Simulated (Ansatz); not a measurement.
# SrCl2: the cost of one run

Method: DFT LDA, scalar-relativistic, in Ansatz 0.2.0.

### 1 The starting structure

The structure is cubic, space group Fm-3m (No. 225). Conventional cell: a = 6.971 Å, b = 6.971 Å, c = 6.971 Å, α = 90.00°, β = 90.00°, γ = 90.00°. Sr (site symmetry m-3m) is surrounded by 8 Cl at 3.02 Å. Around Cl (site symmetry -43m) lie 4 Sr at 3.02 Å.

Structure file:

```cif
data_structure
_symmetry_space_group_name_H-M 'Fm-3m'
_symmetry_Int_Tables_number 225
_cell_length_a 6.9710
_cell_length_b 6.9710
_cell_length_c 6.9710
_cell_angle_alpha 90.000
_cell_angle_beta 90.000
_cell_angle_gamma 90.000
_cell_volume 338.75
loop_
_atom_site_label
_atom_site_type_symbol
_atom_site_symmetry_multiplicity
_atom_site_Wyckoff_symbol
_atom_site_fract_x
_atom_site_fract_y
_atom_site_fract_z
_atom_site_occupancy
Sr1 Sr 4 a 0.00000 0.00000 0.00000 1
Cl1 Cl 8 c 0.25000 0.75000 0.75000 1
```

The file gives the conventional cell by its symmetry; the runs use the cell typed in the input.

Atoms are numbered in the order of the input: Sr1, Cl2, Cl3.

### 2 Volume × 0.96, LAPW

The input, input.yaml:

```yaml
crystal:
  lattice:
    - [0.0, 3.438392874, 3.438392874]
    - [3.438392874, 0.0, 3.438392874]
    - [3.438392874, 3.438392874, 0.0]
  atoms:
    - { symbol: Sr, position: [0.0, 0.0, 0.0] }
    - { symbol: Cl, position: [0.25, 0.25, 0.25] }
    - { symbol: Cl, position: [0.75, 0.75, 0.75] }
kpoints:
  mp_grid: { grid: [8, 8, 8] }
  band_path:
    path:
      - [0.0, 0.0, 0.0]
      - [0.5, 0.0, 0.5]
      - [0.625, 0.25, 0.625]
      - [0.375, 0.375, 0.75]
      - [0.0, 0.0, 0.0]
      - [0.5, 0.5, 0.5]
      - [0.5, 0.25, 0.75]
      - [0.5, 0.0, 0.5]
    npoints: 5
scf:
  occupations: { method: fermi_dirac, width: 0.01 }
hamiltonian:
  xc: lda
  pseudopotentials: { kind: all_electron, lapw: { basis_error: 0.001 } }
output:
  forces: true
  stress: true
  eigenvalues: true
```

Command:

```console
ansatz run input.yaml --threads 1 --pin off --max-ram 4096MiB --backend cpu --events-out ev --progress --plain --runs-dir out
```

Q: Estimate wall time and peak memory on 1 thread of Arm Neoverse V2, shared host.

About 12 s, with a peak of 0.3 GiB.
